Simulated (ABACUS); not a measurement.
# HfC (Fm-3m) in ABACUS: further runs, part 2 of 2

ABACUS 3.10.1. Earlier steps stand in the parts before.

## (3) Equation of state, PBE, spin-orbit coupling, no magnetisation, 11.81 Å³/atom (volume scaled by 0.94)

Input file run_abacus.py:

```python
"""ABACUS run from a structure file: ASE reads it, the script writes STRU, KPT and INPUT."""
import re
import subprocess
from ase.io import read
from ase.units import Bohr

atoms = read("HfC.xyz")
atoms = atoms[(-atoms.numbers).argsort(kind="stable")]  # ABACUS lists atoms element by element
pseudo = {'Hf': 'Hf.upf', 'C': 'C.upf'}
orbital = {'Hf': 'Hf_confined-atom_8au_3s2p2d1f.orb', 'C': 'C_confined-atom_6au_2s2p1d.orb'}
magmoms = None
kmesh = [6, 6, 6]
params = {
    'suffix': 'HfC',
    'calculation': 'scf',
    'basis_type': 'lcao',
    'pseudo_dir': './',
    'orbital_dir': './',
    'symmetry': 0,
    'dft_functional': 'pbe',
    'ecutwfc': 100,
    'pseudo_rcut': 7,
    'nspin': 4,
    'nbands': 24,
    'ks_solver': 'genelpa',
    'smearing_method': 'fd',
    'smearing_sigma': 0.00367493,
    'scf_thr': 1e-07,
    'scf_nmax': 100,
    'mixing_type': 'broyden',
    'mixing_beta': 0.4,
    'cal_force': 1,
    'cal_stress': 1,
    'noncolin': 0,
    'lspinorb': 1,
    'out_mul': 1,
}

symbols = atoms.get_chemical_symbols()
elements = list(dict.fromkeys(symbols))
lines = ["ATOMIC_SPECIES"] + [f"{e} {atoms.get_masses()[symbols.index(e)]:.4f} {pseudo[e]}" for e in elements]
if orbital:
    lines += ["", "NUMERICAL_ORBITAL"] + [orbital[e] for e in elements]
lines += ["", "LATTICE_CONSTANT", f"{1 / Bohr:.10f}", "", "LATTICE_VECTORS"]
lines += [" ".join(f"{x:.10f}" for x in v) for v in atoms.cell]
lines += ["", "ATOMIC_POSITIONS", "Direct"]
for e in elements:
    lines += ["", e, "0.0", str(symbols.count(e))]
    for i, p in enumerate(atoms.get_scaled_positions(wrap=False)):
        if symbols[i] == e:
            mag = "" if magmoms is None else " mag " + " ".join(str(x) for x in (magmoms[i] if isinstance(magmoms[i], list) else [magmoms[i]]))
            lines.append(" ".join(f"{x:.10f}" for x in p) + " 1 1 1" + mag)
open("STRU", "w").write("\n".join(lines) + "\n")
open("KPT", "w").write("K_POINTS\n0\nGamma\n%d %d %d 0 0 0\n" % tuple(kmesh))
open("INPUT", "w").write("INPUT_PARAMETERS\n" + "".join(f"{k:<20s}{v}\n" for k, v in params.items()))

done = subprocess.run(['mpirun', '-np', '4', 'abacus'])
if done.returncode:
    raise SystemExit(done.returncode)
log = open("OUT.HfC/running_scf.log").read()
print("final energy (eV):", re.findall(r"FINAL_ETOT_IS (\S+)", log))
```

Input file HfC.xyz:

```xyz
2
Lattice="0.0000000000 2.2775377028 2.2775377028 2.2775377028 0.0000000000 2.2775377028 2.2775377028 2.2775377028 0.0000000000" Properties=species:S:1:pos:R:3 pbc="T T T"
Hf     2.2775377028      2.2775377028      2.2775377028
C      0.0000000000      0.0000000000      0.0000000000
```

Potentials or basis: PseudoDojo NC FR 0.4 PBE standard, DZP LCAO (the cutoffs set its grid).

On the command line:

```
OMP_NUM_THREADS=1 python run_abacus.py > log
```

running log:

```text
ABACUS v3.10.1

               Atomic-orbital Based Ab-initio Computation at UStc

 ------------------------------------------------------------------------------------

 READING GENERAL INFORMATION
                           global_out_dir = OUT.HfC/
                           global_in_card = INPUT
                               pseudo_dir = ./
                              orbital_dir = ./
                                    DSIZE = 4
                                    GSIZE = 1

 READING UNITCELL INFORMATION
                                    ntype = 2
                  lattice constant (Bohr) = 1.88973
              lattice constant (Angstrom) = 1

 READING ATOM TYPE 1
                               atom label = Hf
                      L=0, number of zeta = 3
                      L=1, number of zeta = 2
[... 510 lines left out ...]

-------------------------------------------------------------------------------------------
       Total Magnetism (uB)                    x                    y                    z
-------------------------------------------------------------------------------------------
                        Hf1         0.0000000000         0.0000000000         0.0000000000
                         C1         0.0000000000         0.0000000000         0.0000000000
-------------------------------------------------------------------------------------------

-------------------------------------------------------------------------------------------
       Total Magnetism (uB)       Magnitude (uB)       Polar (degree)     Azimuth (degree)
-------------------------------------------------------------------------------------------
                        Hf1         0.0000000000                 -nan         0.0000000000
                         C1         0.0000000000                 -nan         0.0000000000
-------------------------------------------------------------------------------------------

 correction force for each atom along direction 1 is 1.64806e-14
 correction force for each atom along direction 2 is 9.39877e-15
 correction force for each atom along direction 3 is 1.00730e-15
------------------------------------------------------------------------------------------
 TOTAL-FORCE (eV/Angstrom)
------------------------------------------------------------------------------------------
                       Hf1         0.0000000000         0.0000000000         0.0000000000
                        C1         0.0000000000         0.0000000000         0.0000000000
------------------------------------------------------------------------------------------

----------------------------------------------------------------
 TOTAL-STRESS (KBAR)
----------------------------------------------------------------
       152.9162797514         0.0000000001        -0.0000000000
         0.0000000001       152.9162797527         0.0000000001
        -0.0000000000         0.0000000001       152.9162797521
----------------------------------------------------------------
 TOTAL-PRESSURE: 152.916280 KBAR

 --------------------------------------------
 !FINAL_ETOT_IS -1702.7436776737372384 eV
 --------------------------------------------
```

INPUT:

```text
INPUT_PARAMETERS
suffix              HfC
calculation         scf
basis_type          lcao
pseudo_dir          ./
orbital_dir         ./
symmetry            0
dft_functional      pbe
ecutwfc             100
pseudo_rcut         7
nspin               4
nbands              24
ks_solver           genelpa
smearing_method     fd
smearing_sigma      0.00367493
scf_thr             1e-07
scf_nmax            100
mixing_type         broyden
mixing_beta         0.4
cal_force           1
cal_stress          1
noncolin            0
lspinorb            1
out_mul             1
```

Wall time 55 s (4 MPI ranks of AMD EPYC 7R43 (Zen 3), shared host); peak memory 0.68 GiB.

What came out:

- Free energy: -1702.7437 eV
- Pressure: 15.3 GPa
- Band gap on the k mesh: none (metal or under the smearing width)
- Mulliken charges: Hf +0.60; C -0.60 e

Caveat: the k mesh is coarse (spacing up to 0.40 Å⁻¹), so the values aren't converged; the atomic orbitals were generated for these runs and aren't a published set; Mulliken charges move with the basis; the basis of atomic orbitals isn't converged, which shifts pressures, moduli and gaps.

## (4) Equation of state, PBE, spin-orbit coupling, no magnetisation, 12.32 Å³/atom (volume scaled by 0.98)

run_abacus.py is that of step 3.

Input file HfC.xyz:

```xyz
2
Lattice="0.0000000000 2.3093955030 2.3093955030 2.3093955030 0.0000000000 2.3093955030 2.3093955030 2.3093955030 0.0000000000" Properties=species:S:1:pos:R:3 pbc="T T T"
Hf     2.3093955030      2.3093955030      2.3093955030
C      0.0000000000      0.0000000000      0.0000000000
```

On the command line:

```
OMP_NUM_THREADS=1 python run_abacus.py > log
```

Run time: 47 s. Hardware: 4 MPI ranks of AMD EPYC 7R43 (Zen 3), shared host; peak memory 0.68 GiB.

Results (log left out):

```
Free energy            : -1702.8038 eV
Pressure               : 4.3 GPa
Band gap on the k mesh : none (metal or under the smearing width)
Mulliken charges       : Hf +0.57; C -0.57 e
```

Caveat: the k mesh is coarse (spacing up to 0.39 Å⁻¹), so the values aren't converged; the atomic orbitals were generated for these runs and aren't a published set; Mulliken charges move with the basis; the basis of atomic orbitals isn't converged, which shifts pressures, moduli and gaps.

## (5) Equation of state, PBE, spin-orbit coupling, no magnetisation, 12.82 Å³/atom (volume scaled by 1.02)

run_abacus.py is that of step 4.

Input file HfC.xyz:

```xyz
2
Lattice="0.0000000000 2.3403977997 2.3403977997 2.3403977997 0.0000000000 2.3403977997 2.3403977997 2.3403977997 0.0000000000" Properties=species:S:1:pos:R:3 pbc="T T T"
Hf     2.3403977997      2.3403977997      2.3403977997
C      0.0000000000      0.0000000000      0.0000000000
```

On the command line:

```
OMP_NUM_THREADS=1 python run_abacus.py > log
```

Wall time 51 s (4 MPI ranks of AMD EPYC 7R43 (Zen 3), shared host); peak memory 0.68 GiB.

Results (log left out):

| Property | Result |
| --- | --- |
| Free energy | -1702.8023 eV |
| Pressure | -4.5 GPa |
| Band gap on the k mesh | none (metal or under the smearing width) |
| Mulliken charges | Hf +0.55; C -0.55 e |

Caveat: the k mesh is coarse (spacing up to 0.39 Å⁻¹), so the values aren't converged; the atomic orbitals were generated for these runs and aren't a published set; Mulliken charges move with the basis; the basis of atomic orbitals isn't converged, which shifts pressures, moduli and gaps.

## (6) Equation of state, PBE, spin-orbit coupling, no magnetisation, 13.32 Å³/atom (volume scaled by 1.06)

run_abacus.py is that of step 5.

Input file HfC.xyz:

```xyz
2
Lattice="0.0000000000 2.3705998121 2.3705998121 2.3705998121 0.0000000000 2.3705998121 2.3705998121 2.3705998121 0.0000000000" Properties=species:S:1:pos:R:3 pbc="T T T"
Hf     2.3705998121      2.3705998121      2.3705998121
C      0.0000000000      0.0000000000      0.0000000000
```

Potentials or basis: PseudoDojo NC FR 0.4 PBE standard, DZP LCAO (the cutoffs set its grid).

On the command line:

```
OMP_NUM_THREADS=1 python run_abacus.py > log
```

It took 61 s on 4 MPI ranks of AMD EPYC 7R43 (Zen 3), shared host; peak memory 0.68 GiB.

It converged, with:

* Free energy: -1702.7508 eV
* Pressure: -11.7 GPa
* Band gap on the k mesh: none (metal or under the smearing width)
* Mulliken charges: Hf +0.54; C -0.54 e

Caveat: the k mesh is coarse (spacing up to 0.38 Å⁻¹), so the values aren't converged; the atomic orbitals were generated for these runs and aren't a published set; Mulliken charges move with the basis; the basis of atomic orbitals isn't converged, which shifts pressures, moduli and gaps.

## (7) Equation of state, PBE, spin-orbit coupling, no magnetisation

This step only gathers the single runs of the series.

Results:

```
Equilibrium volume                      : 12.55 Å³/atom
Bulk modulus                            : 222 GPa
Pressure derivative of the bulk modulus : 4.3 (rough: it moves with the points fitted)
```

Energy against volume, from the lowest point:
| volume (Å³/atom) | energy (meV/atom) |
| --- | --- |
| 11.814 | 30.08 |
| 12.317 | 0.00 |
| 12.819 | 0.79 |
| 13.322 | 26.51 |

Caveat: the k mesh is coarse (spacing up to 0.39 Å⁻¹), so the values aren't converged; the atomic orbitals were generated for these runs and aren't a published set; the basis of atomic orbitals isn't converged, which shifts pressures, moduli and gaps.
